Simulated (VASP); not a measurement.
# NaCl: heating or cooling by molecular dynamics

NaCl, Pm-3m (no. 221), 12 atoms in the cell. PBEsol, molecular dynamics; PAW potentials Cl, Na (PBE set).

Ensemble: ramp; Target temperature (K): 800; Final target temperature (K): 1600; Thermostat: Langevin, friction 10/ps.

## Input

INCAR:
```
GGA = PS
PREC = Normal
ENCUT = 260
EDIFF = 1E-5
NELMIN = 4
NELM = 60
ALGO = Normal
LREAL = Auto
LASPH = T
ISMEAR = 0
SIGMA = 0.05
ISYM = 0
LWAVE = F
LCHARG = F
IBRION = 0
NSW = 226
POTIM = 2.0
TEBEG = 800
TEEND = 1600
ISIF = 2
RANDOM_SEED = 866252 0 0
MDALGO = 3
LANGEVIN_GAMMA = 10 10
KPAR = 4
```

KPOINTS:
```
k-points
0
Gamma
  3 3 1
```

POSCAR:
```
NaCl
1.0
    3.5021900000      0.0000000000      0.0000000000
    0.0000000000      3.5021900000      0.0000000000
    0.0000000000      0.0000000000     21.0131400000
Cl Na
6 6
Direct
    0.5000000000      0.5000000000      0.0833333333
    0.5000000000      0.5000000000      0.2500000000
    0.5000000000      0.5000000000      0.4166666667
    0.5000000000      0.5000000000      0.5833333333
    0.5000000000      0.5000000000      0.7500000000
    0.5000000000      0.5000000000      0.9166666667
    0.0000000000      0.0000000000      0.0000000000
    0.0000000000      0.0000000000      0.1666666667
    0.0000000000      0.0000000000      0.3333333333
    0.0000000000      0.0000000000      0.5000000000
    0.0000000000      0.0000000000      0.6666666667
    0.0000000000      0.0000000000      0.8333333333
```

Commands:
```
cat potpaw_PBE.64/Cl/POTCAR potpaw_PBE.64/Na/POTCAR > POTCAR
mpirun -np 4 vasp_std > vasp.out
```

## Result

- Mean temperature (K): 1201
- Rise of the mean potential energy above the start (meV/atom): 84.2
- Mean pressure (GPa): 1.54
- Electronic steps per ionic step after the first: 6.6

Course of the run:

| Time (fs) | Temperature (K) | Potential energy less the first (meV/atom) |
|---|---|---|
| 2 | 792 | 0.0 |
| 36 | 737 | 29.5 |
| 70 | 747 | 53.8 |
| 104 | 705 | 80.7 |
| 142 | 786 | 73.1 |
| 176 | 1392 | 42.2 |
| 210 | 1021 | 80.3 |
| 244 | 1038 | 78.1 |
| 278 | 1076 | 72.4 |
| 312 | 2084 | 55.5 |
| 350 | 1892 | 81.1 |
| 384 | 1358 | 153.0 |
| 418 | 1578 | 172.9 |
| 452 | 1627 | 206.7 |

REPORT:
```
MDALGO =   3
        LANGEVIN_GAMMA =    10.000   10.000
               SCALING =       0
                 CNEXP =     9.000   14.000
           RANDOM_SEED =            866252                0                0

   original number of atomic DOF:         36
   number of independent constraints:      0
   number of active DOF:                  36

========================================
         MD step No.       1
========================================

  Atomic velocities initialized by STEP_tb

  >Energies
                    E_tot             E_pot             E_kin               EPS                ES
   e_b>   -0.39052991E+02   -0.40281168E+02    0.12281761E+01    0.00000000E+00    0.00000000E+00

  >Temperature
               T_sim     T_inst
   tmprt>    803.540    791.795

           RANDOM_SEED =            866252              144                0

[... steps left out ...]

========================================
         MD step No.     226
========================================

  >Energies
                    E_tot             E_pot             E_kin               EPS                ES
   e_b>   -0.35277641E+02   -0.37801144E+02    0.25235029E+01    0.00000000E+00    0.00000000E+00

  >Temperature
               T_sim     T_inst
   tmprt>   1600.000   1626.881

           RANDOM_SEED =            866252            16344                0
```

OSZICAR:
```
N       E                     dE             d eps       ncg     rms          rms(c)
DAV:   1     0.262459170996E+03    0.26246E+03   -0.12330E+04   310   0.708E+02
DAV:   2    -0.731569776794E+01   -0.26977E+03   -0.25796E+03   440   0.192E+02
DAV:   3    -0.404387474427E+02   -0.33123E+02   -0.32879E+02   380   0.777E+01
DAV:   4    -0.415398566610E+02   -0.11011E+01   -0.10995E+01   367   0.174E+01
DAV:   5    -0.415840810437E+02   -0.44224E-01   -0.44219E-01   390   0.331E+00    0.641E+00
DAV:   6    -0.404709182149E+02    0.11132E+01   -0.20456E+00   359   0.522E+00    0.486E+00
DAV:   7    -0.402944914007E+02    0.17643E+00   -0.57131E-01   414   0.271E+00    0.272E+00
DAV:   8    -0.402811025551E+02    0.13389E-01   -0.30376E-02   338   0.112E+00    0.433E-01
DAV:   9    -0.402811785968E+02   -0.76042E-04   -0.83094E-04   452   0.141E-01    0.157E-01
DAV:  10    -0.402811860051E+02   -0.74083E-05   -0.13447E-03   338   0.212E-01    0.404E-02
DAV:  11    -0.402811677324E+02    0.18273E-04   -0.40732E-05   342   0.283E-02    0.831E-03
DAV:  12    -0.402811675620E+02    0.17038E-06   -0.67399E-06   239   0.116E-02
[... left out ...]
[... last step whole ...]
       N       E                     dE             d eps       ncg     rms          rms(c)
DAV:   1    -0.377948056391E+02   -0.33473E-01   -0.28848E-01   310   0.417E+00    0.686E-01
DAV:   2    -0.378013538034E+02   -0.65482E-02   -0.71038E-02   332   0.113E+00    0.364E-01
DAV:   3    -0.378013139438E+02    0.39860E-04   -0.17333E-03   388   0.237E-01    0.234E-01
DAV:   4    -0.378012744847E+02    0.39459E-04   -0.10503E-04   404   0.478E-02    0.221E-01
DAV:   5    -0.378011739989E+02    0.10049E-03   -0.13164E-04   380   0.571E-02    0.151E-01
DAV:   6    -0.378011501469E+02    0.23852E-04   -0.83309E-05   396   0.383E-02    0.990E-02
DAV:   7    -0.378011437895E+02    0.63574E-05   -0.63086E-06   260   0.148E-02
    226 T=  1627. E= -.35277641E+02 F= -.37801144E+02 E0= -.37799421E+02  EK= 0.25235E+01 SP= 0.00E+00 SK= 0.00E+00
```

Limits: 452 fs of 12 atoms are too short for converged averages; the cell is only 3.5 Å across, so each atom moves in step with near copies of itself.

VASP 6.6.1 took 294 s on 4 cores (Intel Xeon 6975P-C (Granite Rapids)), a shared host.
